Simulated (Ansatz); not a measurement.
## H started in the widest void in rocksalt SrO, 65 atoms, charge +1

Level of theory: DFT, PBEsol, PAW, plane waves in Ansatz 0.2.0.

Command:

```sh
ansatz run in.yaml --threads 8 --pin off --max-ram 17100MiB --runs-dir r --events-out ev --progress --plain
```

The input less its lattice and atoms:

```yaml
crystal:
  symmetry: { detect: false }
kpoints:
  mp_grid: { grid: [1, 1, 1], shift: [0.25, 0.25, 0.25] }
hamiltonian:
  xc: pbesol
total_charge: 1
scf:
  occupations: { method: fermi_dirac, width: 0.01 }
relax:
  f_tol: 0.03
  max_steps: 80
  escape_saddle: false
  adjacent_minimum: "off"
output:
  forces: true
  eigenvalues: true
  populations: true
  charged_corrections: { epsilon: 14.5 }
```

Start:

```xyz
65
Lattice="10.2455 0.0000 0.0000 0.0000 10.2455 0.0000 0.0000 0.0000 10.2455" Properties=species:S:1:pos:R:3 pbc="T T T"
O     2.5534    0.0034   10.2334
O     2.5768   10.2276    5.1029
O     2.5696    5.1235   10.2010
O     2.5888    5.1589    5.1267
O     7.7005   10.2275   10.2300
O     7.6808    0.0253    5.1408
O     7.6852    5.1343   10.2327
O     7.6826    5.1437    5.1610
O    10.2373    2.5697   10.2269
O    10.2427    2.5471    5.0951
O     0.0195    7.7066   10.2179
O     0.0109    7.6938    5.1669
O     5.1010    2.5556   10.2288
O     5.1357    2.5621    5.1207
O     5.0883    7.7038   10.2372
O     5.1357    7.6987    5.1279
O    10.2213    0.0054    2.5688
O    10.2326   10.2399    7.6671
O     0.0241    5.1424    2.5544
O     0.0474    5.1048    7.6536
O     5.1059    0.0172    2.5420
O     5.1415    0.0061    7.6988
O     5.1542    5.0875    2.5636
O     5.1504    5.1198    7.7052
O     2.5609    2.5469    2.5431
O     2.5821    2.5654    7.6966
O     2.5620    7.6813    2.5762
O     2.5733    7.6749    7.6577
O     7.6607    2.5580    2.5809
O     7.7121    2.5415    7.6735
O     7.7083    7.6796    2.5705
O     7.6824    7.7046    7.6831
Sr    0.0068    0.0062   10.2286
Sr   10.2244   10.2412    5.1264
Sr    0.0239    5.1140   10.2298
Sr   10.2261    5.1189    5.1106
Sr    5.1178   10.2377    0.0088
Sr    5.1174   10.2275    5.1241
Sr    5.1106    5.1475    0.0142
Sr    5.1187    5.1025    5.1276
Sr    2.5423    2.5836    0.0103
Sr    2.5791    2.5540    5.1093
Sr    2.5731    7.6759   10.2322
Sr    2.5731    7.6853    5.1215
Sr    7.6751    2.5762   10.2029
Sr    7.6990    2.5900    5.1472
Sr    7.7011    7.6960    0.0231
Sr    7.6789    7.6636    5.1217
Sr    2.5374   10.2193    2.5302
Sr    2.5470   10.2136    7.6689
Sr    2.5845    5.1329    2.5406
Sr    2.5682    5.1172    7.6616
Sr    7.6647    0.0312    2.5380
Sr    7.6536    0.0147    7.6978
Sr    7.7103    5.1056    2.5669
Sr    7.7071    5.1165    7.6575
Sr   10.2225    2.5780    2.5495
Sr   10.2211    2.5309    7.6841
Sr    0.0033    7.6365    2.5738
Sr    0.0044    7.6711    7.6720
Sr    5.0938    2.5572    2.5460
Sr    5.1182    2.5221    7.6900
Sr    5.1260    7.6393    2.5290
Sr    5.1009    7.6513    7.6617
H     3.8428    3.8439    3.8336
```

Steps:

```tsv
step	energy less the first (eV)	largest force component (eV/Å)
start	0.000	0.968
1	-0.682	0.615
2	-0.962	0.263
3	-1.028	0.160
4	-1.096	0.265
5	-1.362	0.969
6	-2.114	2.063
7	-2.755	1.554
8	-3.206	0.469
9	-3.365	0.381
10	-3.392	0.083
11	-3.393	0.015
```

A structure on the way, about -2.11 eV from the start:

```xyz
65
Lattice="10.2455 0.0000 0.0000 0.0000 10.2455 0.0000 0.0000 0.0000 10.2455" Properties=species:S:1:pos:R:3 pbc="T T T"
O     2.5707    0.0137    0.0075
O     2.5496   10.1997    5.1178
O     2.5752    5.1142   10.2092
O     2.7214    4.9278    4.9872
O     7.6784    0.0103   10.2378
O     7.6590    0.0232    5.1053
O     7.6811    5.1195    0.0016
O     7.7240    5.1220    5.1017
O     0.0127    2.5610    0.0060
O    10.1766    2.5593    5.1208
O     0.0023    7.6794    0.0024
O     0.0151    7.6675    5.1052
O     5.1187    2.5707   10.1846
O     4.8426    2.8169    4.8717
O     5.1348    7.6767   10.2394
O     5.1179    7.7402    5.1073
O     0.0152    0.0107    2.5572
O    10.2433   10.2439    7.6739
O    10.2299    5.1122    2.5566
O     0.0141    5.1186    7.6633
O     5.1208   10.2195    2.5560
O     5.1123    0.0233    7.6434
O     5.0523    5.0318    2.6577
O     5.1227    5.1256    7.6954
O     2.6877    2.6656    2.7124
O     2.5532    2.5556    7.7178
O     2.5759    7.7142    2.5574
O     2.5643    7.6639    7.6638
O     7.7171    2.5642    2.5478
O     7.6517    2.5717    7.6476
O     7.6794    7.6812    2.5570
O     7.6838    7.6839    7.6708
Sr    0.0006   10.2450   10.2416
Sr   10.2306   10.2277    5.1170
Sr    0.0001    5.1265   10.2376
Sr   10.2288    5.1138    5.1002
Sr    5.1293   10.2423   10.2230
Sr    5.1001   10.2226    5.0952
Sr    5.1286    5.1249   10.2245
Sr    5.1873    5.2426    5.1386
Sr    2.5621    2.5635   10.2294
Sr    2.4199    2.4825    5.1835
Sr    2.5631    7.6870   10.2366
Sr    2.5635    7.6925    5.1053
Sr    7.6921    2.5585   10.2307
Sr    7.7005    2.5786    5.0898
Sr    7.6853    7.6845   10.2359
Sr    7.6985    7.7013    5.1144
Sr    2.5672   10.2271    2.5598
Sr    2.5497   10.2297    7.6905
Sr    2.5712    5.1289    2.5278
Sr    2.5721    5.1126    7.7007
Sr    7.6898   10.2320    2.5445
Sr    7.6843    0.0027    7.6727
Sr    7.7096    5.1295    2.5495
Sr    7.6965    5.1293    7.6856
Sr   10.2305    2.5660    2.5549
Sr   10.2269    2.5576    7.6900
Sr    0.0055    7.6890    2.5467
Sr    0.0008    7.6769    7.6834
Sr    5.1570    2.5457    2.4547
Sr    5.1071    2.5826    7.6955
Sr    5.1268    7.6997    2.5479
Sr    5.1274    7.6988    7.6844
H     4.0389    3.5593    4.2491
```

End:

```xyz
65
Lattice="10.2455 0.0000 0.0000 0.0000 10.2455 0.0000 0.0000 0.0000 10.2455" Properties=species:S:1:pos:R:3 pbc="T T T"
O     2.5577    0.0097   10.2332
O     2.5432    0.0106    5.1137
O     2.5665    5.1172   10.2376
O     2.6064    5.0771    5.1164
O     7.6703    0.0133   10.2232
O     7.6490    0.0345    5.1014
O     7.6739    5.1260   10.2332
O     7.6729    5.1403    5.1136
O    10.2388    2.5673   10.2318
O    10.1962    2.5675    5.1091
O    10.2404    7.6887   10.2332
O    10.2389    7.6902    5.1091
O     5.1163    2.5674   10.1893
O     5.0944    2.5892    5.0884
O     5.1162    7.6902   10.2318
O     5.1160    7.7324    5.1090
O    10.2403    0.0098    2.5506
O    10.2303    0.0134    7.6630
O    10.2445    5.1172    2.5594
O    10.2402    5.1261    7.6666
O     5.1210    0.0102    2.5362
O     5.1087    0.0346    7.6419
O     5.1229    5.0772    2.5990
O     5.1207    5.1409    7.6664
O     2.6070    2.5609    2.5997
O     2.5425    2.5629    7.6669
O     2.5665    7.6847    2.5594
O     2.5575    7.6889    7.6667
O     7.6738    2.5626    2.5361
O     7.6490    2.5749    7.6419
O     7.6739    7.6887    2.5505
O     7.6701    7.6987    7.6630
Sr   10.2378   10.2399   10.2305
Sr   10.2136   10.2250    5.1065
Sr    0.0011    5.1384   10.2394
Sr   10.2304    5.1542    5.1092
Sr    5.1135   10.2248   10.2068
Sr    5.0998   10.1965    5.0926
Sr    5.1163    5.1541   10.2236
Sr    5.1570    5.3225    5.1505
Sr    2.5296    2.5674   10.2234
Sr    2.3604    2.5264    5.1505
Sr    2.5451    7.6826   10.2393
Sr    2.5294    7.6987    5.1091
Sr    7.7042    2.5700   10.2070
Sr    7.7325    2.5839    5.0926
Sr    7.6893    7.6913   10.2306
Sr    7.7040    7.7152    5.1065
Sr    2.5518    0.0049    2.5451
Sr    2.5411   10.2440    7.6780
Sr    2.5753    5.1082    2.5678
Sr    2.5521    5.1315    7.6715
Sr    7.6855   10.2435    2.5340
Sr    7.6718    0.0118    7.6647
Sr    7.6787    5.1317    2.5451
Sr    7.6852    5.1425    7.6782
Sr   10.2303    2.5675    2.5226
Sr   10.2138    2.5701    7.6969
Sr    0.0012    7.6823    2.5380
Sr   10.2379    7.6913    7.6820
Sr    5.1578    2.5256    2.3537
Sr    5.1001    2.5835    7.7257
Sr    5.1161    7.6985    2.5225
Sr    5.1135    7.7152    7.6968
H     4.5318    3.1504    4.5248
```

The run converged.

Time: 120 s of wall time on 8 threads of a Neoverse-V2 processor, on a host shared with other runs; peak host memory 2 GiB.

Q: How much energy did the relaxation gain, and which atom moved most?

A: 3.39 eV in 11 steps, from a start with small random displacements (neighbours that lie too close to an added atom are first pushed off); atom 65 (H) moved 1.20 Å, the median atom 0.04 Å (drift of the whole cell removed).

The one k point has no symmetry partners, which can distort the end along one axis.
